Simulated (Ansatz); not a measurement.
Crystal: In.

```
In
1.0
    -1.62547    1.62547    2.47370
     1.62547   -1.62547    2.47370
     1.62547    1.62547   -2.47370
In
1
Cartesian
  0.0000 0.0000 0.0000
```

Below is the output of Ansatz 0.2.0 for this cell. Logs are shortened: lines on timing, memory, paths and dates and some standing lists are left out, and cuts for length are marked.

```text
Warning: RAYON_NUM_THREADS=2 ignored (pool sized by the plan → 2); use --threads N
Engine: ansatz 0.2.0, aarch64-unknown-linux-gnu
Pseudopotentials: kind: paw
Pseudopotential: In, paw, valence charge 13, recommended cutoff 420 eV (normal), In.paw.azcp
Functional definition: RPBE
  parameter kappa = 0.804
  parameter beta = 0.06672455060314922
  exchange = rpbe_x(kappa = kappa, mu = beta*pi^2/3)
  correlation = pbe_c(beta = beta)
Crystal: 1 atoms, lattice volume = 26.144 Å³
Basis set: ecut = 420 eV, 533 PW (Γ), exchange–correlation on 48×48×48 points (8 copies of the dense FFT grid, shifted against one another)
Bands: 11, of which v1, the nominal top of the filled ones, is band 7 counted from 1 (6 counted from 0)
Symmetry: 16 space group operations
Space group: I4/mmm (ITA 139), of the structure as read, at distance tolerance 3.0e-5 Å
k-points: 126 of 1331
Non-local potential: In, projectors of the file, l = 0: 2, l = 1: 2, l = 2: 2, l = 3: 2
PAW form: soft (Blöchl's): semilocal exchange-correlation on the pseudo side does not see the compensation charge
PAW frozen core: In, regenerated for the run's functional, and the local potential with it (the file was generated under x = pbe(κ = 0.804, μ = 0.2195149727645171), c = pbe(β = 0.06672455060314922))
PAW one-centre angular grid: In, 590 points (default); XC on 64 Gauss nodes
Initial density: superposition of atomic densities (neutral atoms: chi_scale 0, normalization atom), corrected by the library's trained network
Initial wavefunctions: pseudopotential atomic-orbital guess
Functional: x = rpbe, c = pbe(β = 0.06672455060314922)
SCF iter   1: F=—  HF=-5606.242994 eV  |F-HF|=—  |Δ(HF+E_count)|=         —  Δρ=3.78e-3  dr2=1.90e-3  ethr=1.77e-3  ⟨swp⟩=5.3  Hψ=8252  notcnv=0
preconditioner: auto → none  [metal: Δε(μ)=0.045 eV  Ē_g=19.807 eV  σ=0.050 eV  W_gap=0.22  n_scr=8 (ndim 8)  ℏωp=26.2 eV  f_vac=0.000  D(μ)=0.46/eV (n_scr^D=0)  sad-step TF]
SCF iter   2: F=—  HF=-5606.242389 eV  |F-HF|=—  |Δ(HF+E_count)|=   6.05e-4  Δρ=1.67e-3  dr2=3.97e-4  ethr=1.46e-5  ⟨swp⟩=2.1  Hψ=3093  notcnv=0
SCF iter   3: F=—  HF=-5606.242446 eV  |F-HF|=—  |Δ(HF+E_count)|=   5.72e-5  Δρ=4.75e-4  dr2=3.39e-5  ethr=3.05e-6  ⟨swp⟩=1.0  Hψ=1341  notcnv=0
SCF iter   4: F=—  HF=-5606.242446 eV  |F-HF|=—  |Δ(HF+E_count)|=   4.21e-7  Δρ=4.80e-5  dr2=2.83e-7  ethr=2.61e-7  ⟨swp⟩=2.2  Hψ=2049  notcnv=0
iter 5 did not close the SCF: its close was put off for the readings that it lacked (scf_convergence_deferred on its scf_iter line)
SCF iter   5: F=-5606.242446 eV  HF=-5606.242446 eV  |F-HF|=1.21e-8  |Δ(HF+E_count)|=   5.25e-7  Δρ=1.15e-5  dr2=1.67e-8  ethr=2.18e-9  ⟨swp⟩=2.0  Hψ=1546  notcnv=0
SCF iter   6: F=-5606.242446 eV  HF=-5606.242446 eV  |F-HF|=1.12e-10  |Δ(HF+E_count)|=   3.74e-9  Δρ=1.57e-6  dr2=2.28e-10  ethr=1.29e-10  ⟨swp⟩=3.1  Hψ=4890  notcnv=0
SCF 1 converged in 6 iterations: F = -5606.242446 eV  dr2 = 2.28e-10
  greatest PAW one-centre occupation: 0.981 electrons in one spin orbital (limit 2), on the In atom at site 0 (counted from 0), in its partial waves of l = 2
[... 120 lines left out ...]
SCF converged after 5 iterations
Free energy (F): -5606.270936 eV
Harris-Foulkes:  -5606.270936 eV  (|F-HF|=2.73e-12)
Internal energy: -5606.267716 eV  (E = F + TS)
E sigma→0 (E₀):  -5606.269326 eV
Entropy (-TS):   -0.003220 eV (-3.220 meV/atom)
Fermi energy:    9.050834 eV
--- Per-component energies (eV) ---
  E_band       = -38.444598
  E_kinetic    = 240.168829
  E_local      = -1136.337477  (includes V_loc(G=0)·N_el)
  E_nonlocal   = 365.732899
  E_hartree    = 444.756802
  E_xc         = -215.956474
  E_vxc        = -98.790298  (∫ρ·V_xc dr)
  E_paw        = -4160.217969  (= ΣΔE_a)
  E_vpaw       = -298.732167  (= ΣTr[D̂ρ^β])
  E_aug_tail   = 0.000026  (compensation charges beyond the density's cutoff)
  E_ewald      = -1144.481708
  E_core_change = 0.067356  (= ΣΔE_core)
  E_smearing   = -0.003220  (= −TS)
  E_closure    = 0.000000  (closes the sum)
  Σ components = -5606.270936   (vs F -5606.270936, Δ=0.00e0)
--- Forces (eV/Å), atoms counted from 1 ---
  atom   1  In    -0.00000000     0.00000000     0.00000000
  max |Σ_I F_I| component: 9.86e-32 eV/Å
--- Stress (GPa, compression-positive) ---
       -0.019935      -0.000000       0.000000
       -0.000000      -0.019935       0.000000
        0.000000      -0.000000      -0.016179
  P = ⅓ Tr σ = -0.0187 GPa (-0.187 kbar)
--- Band table (eV; the first three rows and the last of 126) ---
  k-point 0: bands = ["-5.6377", "-5.5219", "-5.5219", "-5.4901", "-5.3841", "0.1787", "18.7568", "18.7568", "18.8955", "20.3873", "22.1114"]
  k-point 1: bands = ["-5.6081", "-5.5362", "-5.5076", "-5.4814", "-5.3963", "0.4166", "17.4844", "17.7312", "17.8958", "19.3048", "23.0807"]
  k-point 2: bands = ["-5.5746", "-5.5266", "-5.4784", "-5.4684", "-5.4137", "1.1354", "15.6127", "15.9760", "16.3086", "17.9763", "20.2784"]
  k-point 125: bands = ["-5.7373", "-5.6303", "-5.3253", "-5.3124", "-5.3000", "5.8663", "6.7400", "12.4665", "13.9107", "17.0239", "18.4516"]
--- Relaxed structure (12 steps of the walk, 11 accepted, 1 SCFs on fresh bases) ---
  F+E_penalty+E_count = -5606.27093571 eV   max|allowed force component| = 0.000e0 eV/Å   (the final SCF, on the basis selected at the relaxed cell)
  cell:  # Å, volume = 28.9322 Å³
    - [-1.666598773664568, 1.666598773664568, 2.6041133308611912]
    - [1.666598773664568, -1.666598773664568, 2.6041133308611912]
    - [1.666598773664568, 1.666598773664568, -2.6041133308611912]
  atoms:
    - { symbol: In, position: [0.0, 0.0, 0.0] }
```

Q: Write the input and the command behind it.

A: Relaxation of cell and atoms with RPBE, no spin polarisation. The files as run (others can give the same):

input.yaml
```yaml
crystal:
  lattice:
    - [-1.62547, 1.62547, 2.4737]
    - [1.62547, -1.62547, 2.4737]
    - [1.62547, 1.62547, -2.4737]
  atoms:
    - { symbol: In, position: [0.0, 0.0, 0.0] }
hamiltonian:
  xc: rpbe
  pseudopotentials: { kind: paw }
kpoints:
  mp_grid: { grid: [11, 11, 11] }
scf:
  occupations: { method: fermi_dirac, width: 0.05 }
output:
  forces: true
  stress: true
  eigenvalues: true
relax:
  f_tol: 0.01
  max_steps: 40
  cell: { stress_tol: 0.05 }
```

Potentials or basis: Ansatz PAW.
Launch:
```bash
$ ansatz run input.yaml --threads 2 --pin off --max-ram 5632MiB --backend cpu --events-out ev --progress --plain --runs-dir out
```

Caveat: the plane-wave basis is chosen anew once the cell has moved, so the energies of steps on either side of that aren't comparable; the volume moved by +11 % from the deposited cell, more than functionals usually miss; the PAW data sets come from PBE, with cores solved anew for the run's functional, which leaves a small shift of forces and pressure.
